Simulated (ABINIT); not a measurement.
MnS:

```
Mn S
1.0
     0.00000    2.47346    2.47346
     2.47346    0.00000    2.47346
     2.47346    2.47346    0.00000
Mn S
1 1
Cartesian
  0.0000 0.0000 0.0000
  3.7102 3.7102 3.7102
```

The cell is a database's computed one.

Program: ABINIT 10.8.3 (patched build). Alike in all runs: potentials or basis JTH PAW PBE v2.0; spin collinear, ferromagnetic start; cell as given; cutoff (eV) 707; smearing fermi-dirac 0.05 eV.

Problem. Order these runs on this cell by their pressure, lowest first.
A. level PBEsol; k mesh 7 × 7 × 7
B. level revPBE; k mesh 9 × 9 × 9
C. level PBE; k mesh 7 × 7 × 7

Solution. A (-2.3 GPa), C (3.5 GPa), B (5.7 GPa).

Caveats: the moment fell far below its start of 4 μB, so a state of higher moment may lie lower in energy; the PAW data sets were made with another functional, which shifts forces and pressure a little (some runs).
